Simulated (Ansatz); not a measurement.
What a change of settings does to a run on Mg

The cell is a database entry far from equilibrium at this level of theory, probably a faulty or high-pressure entry; it serves as a test geometry alone. The listed cell was then made from it by scaling, straining or moving an atom.

First run: DFT, PBE, PAW with Ansatz's default frozen-core files, scalar-relativistic (Ansatz 0.2.0).

Command: `ansatz run input.yaml --threads 1 --pin off --max-ram 2048MiB --backend cpu --events-out ev --progress --plain --runs-dir out` The run took 1.1 s on 1 thread of AMD EPYC 9R45 96-Core Processor (Zen 5) (shared host).

```yaml
crystal:
  lattice:
    - [-1.4565448511, 1.4565448511, 1.4565448511]
    - [1.4565448511, -1.4565448511, 1.4565448511]
    - [1.4565448511, 1.4565448511, -1.4565448511]
  atoms:
    - { symbol: Mg, position: [0.0, 0.0, 0.0] }
kpoints:
  mp_grid: { grid: [19, 19, 19] }
scf:
  occupations: { method: fermi_dirac, width: 0.03 }
hamiltonian:
  xc: pbe
  pseudopotentials: { kind: paw }
output:
  forces: true
  stress: true
  eigenvalues: true
  efg: { contact_densities: true }
```

Result: converged; pressure 72.5 GPa; no gap on the k mesh; 6 SCF iterations.

The input is then changed:

```diff
@@ -9,5 +9,5 @@
   mp_grid: { grid: [19, 19, 19] }
 scf:
-  occupations: { method: fermi_dirac, width: 0.03 }
+  occupations: { method: methfessel_paxton, width: 0.005 }
 hamiltonian:
   xc: pbe
```

Task: Predict the outcome of the changed run.

Result: It converged; energy at zero smearing 0.0 meV/atom from the first run; pressure 72.5 GPa; no gap on the k mesh; 4 SCF iterations.
